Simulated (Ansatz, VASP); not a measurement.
**SiC: VASP beside Ansatz**

```
Si C
1.0
     0.00000    2.09487    2.09487
     2.09487    0.00000    2.09487
     2.14040    2.14040   -0.04553
Si C
1 1
Direct
  0.00000 0.00000 0.00000
  0.75000 0.75000 0.75000
```

Alike in both runs: task single point; functional PBE; k mesh 12 × 12 × 12; occupations gaussian, width 0.05 eV; no spin polarisation.

|  | VASP | Ansatz |
| --- | --- | --- |
| version | VASP 6.6.1 | Ansatz 0.2.0 |
| potentials or method | VASP PAW PBE potentials, release 64 (Si, C) | scalar-relativistic, plane waves, PAW |
| plane-wave cutoff (eV) | 520 | 520 |
| valence electrons in the cell | 8 | 8 |

VASP gave:

```
gap on the k mesh at the Fermi level (eV)       : 1.18
least direct gap on the mesh (eV)               : 4.42
pressure (GPa)                                  : 26.4
largest component of the traceless stress (GPa) : 7.19
rms of the force components (eV/Å)              : 0.253
```

Q: Which values does Ansatz return?

A: gap on the k mesh at the Fermi level (eV): 1.18; least direct gap on the mesh (eV): 4.43; pressure (GPa): 26.5; largest component of the traceless stress (GPa): 7.17; rms of the force components (eV/Å): 0.254.

Atom by atom the forces differ by 0.001 eV/Å (rms over components).

Caveats: so large a pressure means that the cell lies far from this level's equilibrium, or that cutoff or potentials fall short (VASP). A k mesh can miss the band edges.
